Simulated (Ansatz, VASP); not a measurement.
**One calculation of Sn, two programs**

Contents of INCAR:

```
  ALGO = Normal
  EDIFF = 1E-6
  ENCUT = 520
  GGA = PE
  ISIF = 2
  ISMEAR = -1
  LASPH = T
  LCHARG = F
  LREAL = F
  LWAVE = F
  NBANDS = 13
  NELM = 100
  PREC = Accurate
  SIGMA = 0.5
```

The input KPOINTS:

```
k-points
0
Gamma
  9 9 9
```

File POSCAR:

```
Sn
1.0
   -1.7265390000      1.7755470000      2.3383420000
    1.7265390000     -1.7755470000      2.3383420000
    1.7265390000      1.7755470000     -2.3383420000
Sn
1
Direct
    0.0000000000      0.0000000000      0.0000000000
```

Input for Ansatz:

```yaml
crystal:
  lattice:
    - [-1.726539, 1.775547, 2.338342]
    - [1.726539, -1.775547, 2.338342]
    - [1.726539, 1.775547, -2.338342]
  atoms:
    - { symbol: Sn, position: [0.0, 0.0, 0.0] }
basis:
  ecutwfc: 653.073269903712
kpoints:
  mp_grid:
    grid: [9, 9, 9]
hamiltonian:
  xc: pbe
scf:
  self_checks: high
  occupations:
    method: fermi_dirac
    width: 0.5
output:
  stress: true
```

This isn't the form of Sn at room conditions, which is tetragonal (white tin).

Alike in both runs: task single point; functional PBE; k mesh 9 × 9 × 9; occupations fermi-dirac, width 0.5 eV; no spin polarisation.

|  | VASP | Ansatz |
| --- | --- | --- |
| version | VASP 6.6.1 | Ansatz 0.2.0 |
| potentials or method | VASP PAW PBE potentials, release 64 (Sn_d) | plane waves, PAW |
| plane-wave cutoff (eV) | 520 | 653 |
| valence electrons in the cell | 14 | 14 |

|  | VASP | Ansatz | Ansatz less VASP |
| --- | --- | --- | --- |
| gap on the k mesh at the Fermi level (eV) | none | none | - |
| pressure (GPa) | -0.1 | -0.1 | -0.01 |
| largest component of the traceless stress (GPa) | 0.21 | 0.21 | +0.002 |

A gap of «none» marks a metal or a gap that the smearing closes.
